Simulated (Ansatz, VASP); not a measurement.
**Al2Cu in VASP and in Ansatz**

```
CELL_PARAMETERS angstrom
-2.04463 2.04463 2.89123
2.04463 -2.04463 2.89123
2.04463 2.04463 -2.89123
ATOMIC_POSITIONS crystal
Al 0.75000 0.25000 0.50000
Al 0.25000 0.75000 0.50000
Cu 0.50000 0.50000 0.00000
```

Alike in both runs: functional PBE; k mesh 14 × 14 × 14; occupations gaussian, width 0.1 eV; no spin polarisation.

Ansatz relaxed the structure, and its values are those at the end. VASP's run is a single point on that final structure, the one shown.

```csv
,VASP,Ansatz
version,VASP 6.6.1,Ansatz 0.2.0
potentials or method,"VASP PAW PBE potentials, release 64 (Al, Cu)","scalar-relativistic, plane waves, PAW"
plane-wave cutoff (eV),520,420
valence electrons in the cell,17,25
```

VASP gave:

- gap on the k mesh at the Fermi level (eV): none
- pressure (GPa): 0.1

What did Ansatz give for the same quantities?

gap on the k mesh at the Fermi level (eV): none; pressure (GPa): 0.0.

A gap of «none» marks a metal or a gap that the smearing closes. The two sets of potentials don't hold the same shells in valence.
